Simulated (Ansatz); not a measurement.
## Na: a sweep of one setting

```yaml
crystal:
  lattice:
    - [3.76700, 0.00000, 0.00000]
    - [-1.88350, 3.26232, 0.00000]
    - [0.00000, 0.00000, 6.15400]
  atoms:
    - { symbol: Na, position: [0.33333, 0.66667, 0.25000] }
    - { symbol: Na, position: [0.66667, 0.33333, 0.75000] }
```

Atoms are numbered in the order listed.

The conventional cell has a = 3.767 Å, b = 3.767 Å, c = 6.154 Å, α = 90.00°, β = 90.00°, γ = 120.00°. Na (atom 1) is surrounded by 12 Na at 3.77 Å.

Structure: COD 9011000, as refined from experiment and not relaxed.

Theory: DFT, PBE, PAW with Ansatz's default frozen-core files, scalar-relativistic in Ansatz 0.2.0.

Sampling and basis: a Γ-centred 13×13×7 k mesh, Fermi–Dirac smearing of 0.05 eV, cutoff 420 eV, no spin polarisation. One setting is then changed at a time.

P includes the program's estimate of the Pulay (finite-basis) term, listed apart; without it the pressure would be far more sensitive to the cutoff.

```
PAW cutoff (eV)  free energy less the base's (meV/atom)  P (GPa)  Pulay term in P (GPa)
     420 (base)                                     0.0    -0.15                   0.00
            200                                    2932    -0.65                  61.49
            300                                    47.2    -0.16                   1.94
            350                                     2.6    -0.15                   0.18
            500                                    -0.5    -0.15                   0.01
            800                                    -0.8    -0.15                   0.00
```
